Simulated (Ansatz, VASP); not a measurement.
# Two plane-wave programs on TiTe

INCAR

```
PREC = Accurate
ENCUT = 520
EDIFF = 1E-7
ISMEAR = -1
SIGMA = 0.05
LREAL = F
LASPH = T
NELM = 80
ALGO = Normal
ISIF = 2
LWAVE = F
LCHARG = F
GGA = PS
NBANDS = 26
```

File KPOINTS:

```
regular mesh
0
Gamma
  8 8 4
```

File POSCAR:

```
TiTe
1.0
    3.8420000000      0.0000000000      0.0000000000
   -1.9210000000      3.3272696013      0.0000000000
    0.0000000000      0.0000000000      6.4030000000
Te Ti
2 2
Direct
    0.6780480000      0.3333160000      0.7564290000
    0.3395530000      0.6661550000      0.2463310000
    0.0056240000      0.0033350000      0.4986600000
   -0.0102310000     -0.0019290000      0.0013040000
```

File input.yaml:

```yaml
crystal:
  lattice:
    - [3.842, 0.0, 0.0]
    - [-1.921, 3.3272696013, 0.0]
    - [0.0, 0.0, 6.403]
  atoms:
    - { symbol: Te, position: [0.678048, 0.333316, 0.756429] }
    - { symbol: Te, position: [0.339553, 0.666155, 0.246331] }
    - { symbol: Ti, position: [0.005624, 0.003335, 0.49866] }
    - { symbol: Ti, position: [-0.010231, -0.001929, 0.001304] }
hamiltonian:
  xc: pbesol
  pseudopotentials: { kind: paw }
kpoints:
  mp_grid: { grid: [8, 8, 4] }
scf:
  occupations: { method: fermi_dirac, width: 0.05 }
output:
  forces: true
  stress: true
  eigenvalues: true
```

Change from the starting cell: atoms moved at random, drawn with an rms of 0.05 Å.

Alike in both runs: task single point; functional PBEsol; k mesh 8 × 8 × 4; occupations fermi-dirac, width 0.05 eV; no spin polarisation.

|  | VASP | Ansatz |
| --- | --- | --- |
| version | VASP 6.6.1 | Ansatz 0.2.0 |
| potentials or method | VASP PAW PBE potentials, release 64 (Te, Ti_sv) | Ansatz PAW |
| plane-wave cutoff (eV) | 520 | 420 |
| valence electrons in the cell | 36 | 56 |

```csv
,VASP,Ansatz,Ansatz less VASP
gap on the k mesh at the Fermi level (eV),none,none,-
pressure (GPa),3.8,3.6,-0.12
largest component of the traceless stress (GPa),3.81,3.79,-0.013
rms of the force components (eV/Å),0.302,0.301,-0.0006
```

Atom by atom the forces differ by 0.001 eV/Å (rms over components). A gap of «none» marks a metal or a gap that the smearing closes. The two sets of potentials don't hold the same shells in valence.

Caveats: the PAW data sets were made with another functional, which shifts forces and pressure a little (VASP); the PAW data sets come from PBE, with cores solved anew for the run's functional, which leaves a small shift of forces and pressure (Ansatz). Spin-orbit coupling is left out, which matters for the levels of Te.
